**Q.** Ni₃Si owes much of its electronic character to the d shell of nickel. If I lift an electron into an empty state several electronvolts up, does that state still belong partly to the d shell?

**A.** In the rows known so far it does. Just above the Fermi level, the energy up to which the states are filled, more than nine tenths of the states are Ni 3d in character. At 4.45 eV it is still nearly a fifth. The table counts the states per electronvolt; dividing "DOS Ni 3d" by "density of states total" gives what I shall call the d share.

Density of states of Ni3Si (Cu3Au type, a = 3.506 Å), computed with Ansatz 0.2.0: PBE, plane-wave PAW, scalar-relativistic, no spin polarisation, cutoff 420 eV, k mesh 12×12×12, Gaussian smearing 0.1 eV. States are by tetrahedra on an 18×18×18 k mesh, averaged over 0.2 eV bins, with energies from the Fermi level; shell projections are Löwdin, summed over sites.

```
energy (eV)  density of states total (states/eV/cell)  DOS Ni 3d (states/eV/cell)  DOS Si 3p (states/eV/cell)  DOS Ni 4s (states/eV/cell)  DOS Si 3s (states/eV/cell)
      -7.95                                         0                           0                           0                           0                      0.0000
      -7.55                                      0.21                        0.02                         0.1                        0.09                      0.0000
      -7.15                                      0.42                        0.04                        0.19                        0.16                      0.0200
      -6.75                                      0.65                        0.09                        0.29                        0.22                      0.0300
      -6.35                                      1.01                        0.18                        0.45                        0.30                      0.0600
      -5.95                                      1.52                        0.38                        0.64                        0.37                      0.1100
      -5.55                                      1.42                        0.45                        0.58                        0.28                      0.0900
      -5.15                                      1.99                        0.81                        0.74                        0.31                      0.0900
      -4.75                                      1.22                        0.62                        0.41                        0.14                      0.0400
      -4.35                                      1.81                        1.16                        0.42                        0.17                      0.0300
      -3.95                                      7.22                        4.95                        1.88                        0.24                      0.0100
      -3.55                                      4.78                        3.63                        0.28                        0.72                      0.0000
      -3.15                                      6.24                        5.63                        0.24                        0.23                      0.0100
      -2.75                                      5.06                         4.7                        0.07                        0.14                      0.0000
      -2.35                                      9.91                        9.28                        0.21                        0.11                      0.0100
      -1.95                                       4.5                        3.96                        0.26                        0.08                      0.0300
      -1.55                                      7.17                        6.85                        0.08                        0.09                      0.0100
      -1.15                                     14.06                       13.44                        0.14                        0.26                      0.0200
      -0.75                                      9.17                        8.21                        0.18                        0.25                      0.2500
      -0.35                                      3.99                         3.8                        0.03                        0.03                      0.0700
       0.05                                      1.45                        1.36                        0.07                        0.01                      0.0000
       0.45                                      1.43                        1.03                        0.32                        0.04                      0.0100
       0.85                                      2.43                        1.51                        0.65                        0.14                      0.0500
       1.25                                      1.54                        0.76                        0.51                        0.12                      0.0500
       1.65                                      1.27                        0.52                        0.45                        0.10                      0.0800
       2.05                                      1.11                         0.4                        0.42                        0.09                      0.1000
       2.45                                      1.08                        0.34                        0.41                        0.10                      0.1100
       2.85                                      0.97                        0.27                        0.38                        0.12                      0.1000
       3.25                                      0.88                        0.22                        0.34                        0.14                      0.0800
       3.65                                       0.8                        0.17                        0.34                        0.12                      0.0500
       4.05                                       0.8                        0.16                        0.22                        0.26                      0.0200
       4.45                                      1.01                        0.18                        0.16                        0.46                      0.0100
       4.85                                         ?                           ?                           ?                           ?                           ?
       5.25                                         ?                           ?                           ?                           ?                           ?
       5.65                                         ?                           ?                           ?                           ?                           ?
```

**Q.** The large d peaks all lie below zero. Why is there any d character left at 4 eV?

**A.** Because the orbitals of neighbouring atoms overlap, and overlapping orbitals mix. The structure is of the Cu₃Au type: each nickel atom has twelve neighbours at 2.48 Å. Its compact d orbitals reach into the broad Si 3p and Ni 4s orbitals around it. An electron in a state built mainly from these broad orbitals therefore spends part of its time in a d shell. At 2.05 eV Si 3p has become the largest of the listed contributions, yet Ni 3d follows close behind.

The mixing weakens as the energies move apart. A pendulum coupled to another one behaves in the same way: driven far from its own frequency it still swings, but only a little.

**Q.** Can you turn that into a number?

**A.** Take one d level at energy $E_d$ and let it mix with one broad state through a coupling $V$. Call the amplitude of the d part $a$, that of the broad part $b$, and the energy of the mixed state $E$. The d line of the Schrödinger equation then reads

$$(E_d-E)\,a+V\,b=0,\qquad\text{so}\qquad \frac{a^2}{b^2}=\frac{V^2}{(E-E_d)^2}.$$

The squares are the weights, and the d share $s$ follows:

$$s=\frac{V^2}{V^2+(E-E_d)^2}.$$

The share is one half when the distance from the d level equals the coupling. Much further out, doubling the distance cuts it to about a quarter. A deeper d level or a weaker coupling means less d character at a given energy.

**Q.** Where do the two constants come from?

**A.** For $E_d$ I use the average energy of the Ni 3d weight in the known rows, about −1.8 eV. The table lists only every second energy bin, so this centre is approximate. The coupling was fitted to the eight rows from 1.65 to 4.45 eV, and it comes out at 2.9 eV. It is an average over many states, and it gathers the couplings to all fifteen d orbitals in the cell, so it is not the strength of one particular bond. With this single fitted number the model follows the share from 41 down to 18 percent, typically to within half a percentage point.

There is also a consistency test. If the same rows are allowed to choose the d level for themselves, they put it at −1.9 eV, close to the actual centre of the d weight. The fade in these rows is thus consistent with an origin in the d band. The test is a mild one, because in such a fit a deeper level can be offset by a stronger coupling.

**Q.** Is that enough to settle the mechanism?

**A.** No. A plain exponential fall, with two fitted constants and no physics behind it, follows these eight rows almost as well. The case for mixing rests on the quantum mechanics of overlapping orbitals, with which the numbers agree.

**Q.** Where does the simple picture break down?

**A.** First, close to the d band. At 0.05 eV the model gives a d share of 71 percent where the calculation has 94. The real d states are spread over several electronvolts, and some of them lie right at this energy, so a single level at their centre is a poor substitute. That is why the fit begins only at 1.65 eV.

Secondly, at the lower edge of the listed bands. At −7.55 eV the model gives 20 percent, twice the computed share, so the mixing there is much weaker than in the fitted rows. Theory offers a possible reason, which these data do not test. A d orbital has lobes of both signs, and its overlaps with the surrounding wave can add up or cancel, depending on the pattern of that wave. One coupling for every state is therefore a convenience, and it can fail wherever a new kind of state sets in.

**Q.** Then what do you expect at 4.85, 5.25 and 5.65 eV?

**A.** The first of these rows shows the procedure, and none of the three was part of the fit. The distance from the d level is $4.85+1.82=6.67$ eV. The ratio of the weights is $(2.9/6.67)^2\approx0.19$, and the share is $0.19/1.19\approx0.16$.

My forecasts are 16, 14 and 13 percent, each give or take 7 percentage points. The share should keep falling at every step, with no new d peak.

**Q.** Your model misses the fitted rows by less than a point. Why such a wide margin?

**A.** Because a good fit tests only the kind of state that was fitted. Ni 4s rises steeply at the end of the known rows, from 15 percent of the total at 3.65 eV to 46 percent at 4.45 eV. That may announce bands with a different coupling. At the lower edge $V^2$ is less than half its value in the fitted rows. If it were halved here, the forecasts would drop by six to seven points, and the margin is set to about that size.

The withheld rows as computed:

```
energy (eV)  density of states total (states/eV/cell)  DOS Ni 3d (states/eV/cell)  DOS Si 3p (states/eV/cell)  DOS Ni 4s (states/eV/cell)  DOS Si 3s (states/eV/cell)
       4.85                                         1                        0.15                        0.13                        0.44                      0.0100
       5.25                                      1.21                        0.14                        0.12                        0.46                      0.0900
       5.65                                       1.6                        0.15                        0.14                        0.55                      0.1600
```

**Q.** How did the forecasts fare?

**A.** The computed d shares are 15, 12 and 9 percent. All three lie within the margin, the share falls at every step, and no new d peak interrupts the fall. But every forecast is too high, and the error grows from about one point to nearly four. In the last row that is 40 percent of the computed share, so the model has the direction right and the pace too slow.

**Q.** What went wrong at the far end?

**A.** The effective coupling became weaker. At 5.65 eV the d weight is about 0.10 of all the rest, and the distance from the d level is 7.5 eV. Turned round, the formula gives $V^2\approx0.10\times7.5^2\approx6$ eV², against $2.9^2\approx8$ eV² in the fitted rows.

The rise of Ni 4s, which had made me cautious, is not a sufficient explanation. Its share is highest at 4.45 and 4.85 eV, where the model works well. The table offers a better clue. The four listed shells together cover 80 percent of the total at 4.45 eV, but little more than 60 percent at 5.65 eV. Weigh Ni 3d against the other three listed shells alone, and $V^2$ hardly changes between these rows, from about 11 to 10 eV². Most of the drop therefore comes from the growing part of the states that no listed shell covers. Ni 4p, which was not projected, is a likely candidate for some of that part; a projection that includes it would test this.

**Q.** And the exponential without any physics?

**A.** It came closer in all three rows, though by less than one percentage point each time. So these rows give no ground for preferring the mixing formula as a forecasting tool. Its value is that it ties the fade to two quantities with a meaning, the position of the d level and the strength of the overlap. It also tells us what to look for when the forecast drifts. Simply carrying the last known share of 18 percent forward would have been the worst choice, nearly twice the computed share at 5.65 eV.

**Q.** Should I expect these shares in a measured spectrum?

**A.** Not directly. The general fall with energy is a safer guide than the exact percentages. A share depends on how the calculation divides a state among atomic orbitals, and no experiment makes quite the same division. The PBE functional is also known to make the occupied d band of elemental nickel too wide, so the d level may be somewhat misplaced here too, and the shares would shift with it.

Spin polarisation was switched off. In a ferromagnet the d level would split in two, one for each spin, and each would need its own $E_d$. Ni₃Si is not ferromagnetic in experiment, so a single d level is a sensible starting point. The printed analysis below sets the model beside the computed shares, including the rows where it fails.

Printed output of the fit:

```
Ni 3d states in the cell, listed bins times listed spacing: 30.05
centre of the listed Ni 3d weight, eV from the Fermi level: -1.817
rms spread of the listed Ni 3d weight, eV: 1.599
effective coupling V from the tail rows, eV: 2.9
Ni 3d share computed, tail rows 1.65 to 4.45 eV, percent: 1.65 40.94, 2.05 36.04, 2.45 31.48, 2.85 27.84, 3.25 25, 3.65 21.25, 4.05 20, 4.45 17.82
Ni 3d share of the mixing model, same tail rows, percent: 1.65 41.16, 2.05 35.99, 2.45 31.59, 2.85 27.85, 3.25 24.67, 3.65 21.96, 4.05 19.63, 4.45 17.63
rms miss of the mixing model in the tail, percentage points: 0.324
rms miss of the exponential fall in the tail, percentage points: 0.4635
Ni 3d share computed, rows 0.05 to 1.25 eV outside the fit, percent: 0.05 93.79, 0.45 72.03, 0.85 62.14, 1.25 49.35
Ni 3d share of the mixing model, same rows 0.05 to 1.25 eV, percent: 0.05 70.7, 0.45 62.07, 0.85 54.18, 1.25 47.2
Ni 3d share computed, band bottom -7.55 to -6.75 eV, percent: -7.55 9.524, -7.15 9.524, -6.75 13.85
Ni 3d share of the mixing model, same band-bottom rows, percent: -7.55 20.37, -7.15 22.81, -6.75 25.68
d level to which the tail points back if left free, eV: -1.88
Ni 4s share at 3.65, 4.05 and 4.45 eV, percent: 3.65 15, 4.05 32.5, 4.45 45.54
drop of the forecast if V squared were halved, withheld rows, percentage points: 4.85 7.267, 5.25 6.646, 5.65 6.093
FORECAST Ni 3d share at 4.85, 5.25 and 5.65 eV, percent: 4.85 15.91, 5.25 14.41, 5.65 13.1
error bar of each forecast, plus or minus percentage points: 7
COMPUTED Ni 3d share at the withheld rows, percent: 4.85 15, 5.25 11.57, 5.65 9.375
miss, forecast less computed, percentage points: 4.85 0.908, 5.25 2.84, 5.65 3.73
exponential fall at the withheld rows, percent: 4.85 15.48, 5.25 13.73, 5.65 12.18
last known Ni 3d share, carried forward as rival, percent: 17.82
Ni 4s share at the withheld rows, percent: 4.85 44, 5.25 38.02, 5.65 34.38
```
